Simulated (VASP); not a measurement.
# BaTe (Imm2) in VASP: single point with PBE

Aim: the single point of BaTe with PBE.

Program: VASP 6.6.1. These are calculated values, not measurements. Logs are shortened: lines on timing, memory, paths and dates and some standing lists are left out, and cuts for length are marked.

## Step 1: The cell of the first run

The structure is orthorhombic, space group Imm2 (No. 44). The conventional cell has a = 4.995 Å, b = 7.064 Å, c = 4.995 Å, α = 90.00°, β = 90.00°, γ = 90.00°. Ba (site symmetry mm2) is surrounded by 6 Te at 3.39 to 3.68 Å. Te (site symmetry mm2) has 6 Ba at 3.39 to 3.68 Å as nearest neighbours.

The cell comes from a database or a generator and needn't be the stable form of this composition.

## Step 2: Single point, PBE (atom 2 (Te) moved by [0.141421, 0.141421, 0.0] A)

INCAR

```
PREC = Accurate
ENCUT = 520
EDIFF = 1E-7
ISMEAR = -1
SIGMA = 0.03
LREAL = F
LASPH = T
NELM = 100
ALGO = Fast
ISIF = 2
LWAVE = F
LCHARG = F
GGA = PE
NBANDS = 15
```

KPOINTS

```
Automatic mesh
0
Gamma
  9 9 9
```

POSCAR

```
BaTe
1.0
    0.0000000000      3.5319393765      3.5319393765
    3.5319393765      0.0000000000      3.5319393765
    3.5319393765      3.5319393765      0.0000000000
Ba Te
1 1
Direct
    0.0000000000      0.0000000000      0.0000000000
    0.5000000000      0.5000000000      0.5400406080
```

Potentials or basis: VASP PAW PBE potentials, release 64 (Ba_sv, Te).

Started as:

```bash
$ cat potpaw_PBE.64/Ba_sv/POTCAR potpaw_PBE.64/Te/POTCAR > POTCAR
$ mpirun -np 1 vasp_std > vasp.out
```

OUTCAR:

```text
PREC = Accurate
   ENCUT = 520
   EDIFF = 1E-7
   ISMEAR = -1
   LREAL = F
   LASPH = T
   NELM = 100
   ISIF = 2
   GGA = PE

 ion  position               nearest neighbor table
   1  0.000  0.000  0.000-   2 3.39   2 3.39   2 3.54   2 3.54   2 3.68   2 3.68
   2  0.500  0.500  0.540-   1 3.39   1 3.39   1 3.54   1 3.54   1 3.68   1 3.68

  LATTYP: Found a face centered cubic cell.
 ALAT       =     7.0638787530

  Lattice vectors:

 A1 = (   0.0000000000,   3.5319393765,   3.5319393765)
 A2 = (   3.5319393765,   0.0000000000,   3.5319393765)
 A3 = (   3.5319393765,   3.5319393765,   0.0000000000)

Analysis of symmetry for initial positions (statically):
=====================================================================
 Subroutine PRICEL returns:
 Original cell was already a primitive cell.

 Routine SETGRP: Setting up the symmetry group for a
 face centered cubic supercell.

 Subroutine GETGRP returns: Found  4 space group operations
 (whereof  4 operations were pure point group operations)
 out of a pool of 48 trial point group operations.

The static configuration has the point symmetry C_2v.

Analysis of symmetry for dynamics (positions and initial velocities):
=====================================================================
 Subroutine PRICEL returns:
 Original cell was already a primitive cell.

 Routine SETGRP: Setting up the symmetry group for a
 face centered cubic supercell.

 Subroutine GETGRP returns: Found  4 space group operations
 (whereof  4 operations were pure point group operations)
 out of a pool of 48 trial point group operations.

The dynamic configuration has the point symmetry C_2v.

 Subroutine INISYM returns: Found  4 space group operations
 (whereof  4 operations are pure point group operations),
 and found     1 'primitive' translations

----------------------------------------------------------------------------------------

                                     Primitive cell

  volume of cell :      88.1190

  direct lattice vectors                    reciprocal lattice vectors
     0.000000000  3.531939377  3.531939377    -0.141565284  0.141565284  0.141565284
     3.531939377  0.000000000  3.531939377     0.141565284 -0.141565284  0.141565284
     3.531939377  3.531939377  0.000000000     0.141565284  0.141565284 -0.141565284

  length of vectors
     4.994916568  4.994916568  4.994916568     0.245198264  0.245198264  0.245198264

  position of ions in fractional coordinates (direct lattice)
     0.000000000  0.000000000  0.000000000
[... 85 lines left out ...]
   ISYM   =      2    0-nonsym 1-usesym 2-fastsym
   POTIM  = 0.5000    time-step for ionic-motion
   TEBEG  =    0.0;   TEEND  =   0.0 temperature during run
   PSTRESS=    0.0 pullay stress
   NELECT =      16.0000    total number of electrons
   NUPDOWN=      -1.0000    fix difference up-down
   EMIN   =  10.00;   EMAX   =-10.00  energy-range for DOS
   EFERMI =   0.00;   METHOD = LEGACY
   ISMEAR =    -1;   SIGMA  =   0.03  broadening in eV -4-tet -1-fermi 0-gaus
   EFERMI_NEDOS =   21; number of points for ismear=-14 and -15
   IALGO  =     68    algorithm
   IMIX   =      4    mixing-type and parameters
     AMIX     =   0.40;   BMIX     =  1.00
     AMIX_MAG =   1.60;   BMIX_MAG =  1.00
  volume/ion in A,a.u.               =      44.06       297.33
  Fermi-wavevector in a.u.,A,eV,Ry     =   0.927025  1.751824 11.692519  0.859376
  Thomas-Fermi vector in A             =   2.053051
   LORBIT       =      0    0 simple, 1 ext, 2 COOP (PROOUT), +10 PAW based schemes
   GGA     = PE    functional components
   LHFCALC =     F    Hartree Fock is set to
   AEXX    =    0.0000 exact exchange contribution
   IVDW    =     0    specifies the selected vdW correction
   LEPSILON=     F    determine dielectric tensor
   LRPA    =     F    only Hartree local field effects (RPA)
 non-spin polarized calculation
 RMM-DIIS sequential band-by-band and
  energy-cutoff  :      520.00
  volume of cell :       88.12
 maximum number of plane-waves:      2421
 NGX is ok and might be reduce to    40
   NGX = 19   NGY = 19   NGZ = 19

 number of electron      16.0000000 magnetization

 Free energy of the ion-electron system (eV)
  ---------------------------------------------------
  ext. energy  EPLUGINS =         0.00000000
  ---------------------------------------------------
  free energy    TOTEN  =        -8.58795418 eV

  energy without entropy =       -8.58795418  energy(sigma->0) =       -8.58795418

 E-fermi :   2.6910     XC(G=0):  -8.1321

 val. band max:        2.0521605490   @ k =   0.0000   0.0000   0.0000
 cond. band min:       3.7726234703   @ k =   0.0000   0.4444   0.4444
 fundamental gap:      1.7204629213
 Fermi energy:         2.6909958508

 k-point     1 :       0.0000    0.0000    0.0000
  band No.  band energies     occupation
      1     -24.9732      2.00000
      2     -10.1324      2.00000
      3     -10.1251      2.00000
      4     -10.1196      2.00000
      5      -7.3728      2.00000
      6       2.0488      2.00000
      7       2.0517      2.00000
      8       2.0522      2.00000
      9       4.9042      0.00000
     10       5.0426      0.00000
     11       5.1192      0.00000
     12       5.1405      0.00000
     13       5.6809      0.00000
     14       5.7382      0.00000
[... 401 lines left out ...]
      2     -10.4788      2.00000
      3     -10.1543      2.00000
      4     -10.1424      2.00000
      5      -6.7528      2.00000
      6       0.0670      2.00000
      7       1.0395      2.00000
      8       1.1261      2.00000
      9       5.9848      0.00000
     10       6.5239      0.00000
     11       6.8299      0.00000
     12       7.2995      0.00000
     13       8.4295      0.00000
     14       9.0408      0.00000
     15       9.3120      0.00000

 [... further k-points ...]
[... 5 lines left out ...]
  --------------------------------------------------------------------------------------
  -------------------------------------------------------------------------------------
  Total        0.4331715      0.4331715      0.1128296     -0.0733691      0.0000000      0.0000000
  in kB        7.8759093      7.8759093      2.0514639     -1.3339937      0.0000000      0.0000000
  external PRESSURE =       5.9344275 kB  Pullay stress =       0.0000000 kB

 VOLUME and BASIS-vectors are now :
 -----------------------------------------------------------------------------
  energy-cutoff  :      520.00
  volume of cell :       88.12
      direct lattice vectors                 reciprocal lattice vectors
     0.000000000  3.531939377  3.531939377    -0.141565284  0.141565284  0.141565284
     3.531939377  0.000000000  3.531939377     0.141565284 -0.141565284  0.141565284
     3.531939377  3.531939377  0.000000000     0.141565284  0.141565284 -0.141565284

 POSITION                                       TOTAL-FORCE (eV/Angst)
 -----------------------------------------------------------------------------------
      0.00000      0.00000      0.00000         0.292540      0.292540     -0.000000
      3.67336      3.67336      3.53194        -0.292540     -0.292540      0.000000
 -----------------------------------------------------------------------------------
    total drift:                               -0.000287     -0.000287     -0.000000

  FREE ENERGIE OF THE ION-ELECTRON SYSTEM (eV)
  ---------------------------------------------------
  free  energy   TOTEN  =        -8.5879541783 eV

  energy  without entropy=       -8.5879541783  energy(sigma->0) =       -8.58795418
```

OSZICAR:

```text
N       E                     dE             d eps       ncg     rms          rms(c)
DAV:   1     0.853460558088E+02    0.85346E+02   -0.61881E+03  3750   0.886E+02
DAV:   2    -0.311942702565E+01   -0.88465E+02   -0.81604E+02  5101   0.154E+02
DAV:   3    -0.855963678571E+01   -0.54402E+01   -0.54026E+01  5188   0.415E+01
DAV:   4    -0.869710572140E+01   -0.13747E+00   -0.13742E+00  4890   0.656E+00
DAV:   5    -0.870029194478E+01   -0.31862E-02   -0.31862E-02  5466   0.839E-01    0.364E+00
RMM:   6    -0.857908980284E+01    0.12120E+00   -0.14159E-01  3792   0.145E+00    0.229E+00
RMM:   7    -0.858178456423E+01   -0.26948E-02   -0.12846E-01  4608   0.175E+00    0.778E-01
RMM:   8    -0.858769798189E+01   -0.59134E-02   -0.10149E-02  4064   0.848E-01    0.137E-01
RMM:   9    -0.858772946230E+01   -0.31480E-04   -0.22102E-03  5437   0.239E-01    0.947E-02
RMM:  10    -0.858793869856E+01   -0.20924E-03   -0.62610E-04  5410   0.145E-01    0.371E-02
RMM:  11    -0.858794677635E+01   -0.80778E-05   -0.16816E-04  5676   0.685E-02    0.135E-02
RMM:  12    -0.858795230534E+01   -0.55290E-05   -0.48813E-05  6478   0.305E-02    0.482E-03
RMM:  13    -0.858795367306E+01   -0.13677E-05   -0.10963E-05  6544   0.128E-02    0.336E-03
RMM:  14    -0.858795393549E+01   -0.26242E-06   -0.29223E-06  5992   0.649E-03    0.108E-03
RMM:  15    -0.858795414143E+01   -0.20594E-06   -0.81041E-07  5239   0.328E-03    0.146E-03
RMM:  16    -0.858795417835E+01   -0.36923E-07   -0.25458E-07  4093   0.259E-03
   1 F= -.85879542E+01 E0= -.85879542E+01  d E =-.393703E-11
```

stdout:

```text
POSCAR found type information on POSCAR BaTe
 POSCAR found :  2 types and       2 ions
 scaLAPACK will be used
 LDA part: xc-table for (Slater+PW92), standard interpolation
 POSCAR, INCAR and KPOINTS ok, starting setup
 FFT: planning ... GRIDC
 FFT: planning ... GRID_SOFT
 FFT: planning ... GRID
 WAVECAR not read
 entering main loop
 num prob RMM:  16    -0.858795417835E+01   -0.36923E-07   -0.25458E-07  4093   0.259E-03
```

Run time: 3.9 min. Hardware: 1 thread of Intel Xeon Platinum 8488C (Sapphire Rapids), shared host; peak memory 0.36 GiB.

What came out:

```
Free energy            : -8.5880 eV
Pressure               : 0.6 GPa
Largest force          : 0.414 eV/Å
Band gap on the k mesh : 1.72 eV, indirect (least direct gap 2.05 eV)
```

Forces in eV/Å, atoms in the order of the input:
```
Ba   0.293  0.293  0.000
Te  -0.293 -0.293  0.000
```

Stress tensor (GPa, compression positive):
```
 0.79 -0.13  0.00
-0.13  0.79  0.00
 0.00  0.00  0.21
```

Caveat: spin-orbit coupling is left out, which moves the levels of the heavy elements; an odd mesh through Γ misses points on the zone boundary, where band edges often lie.
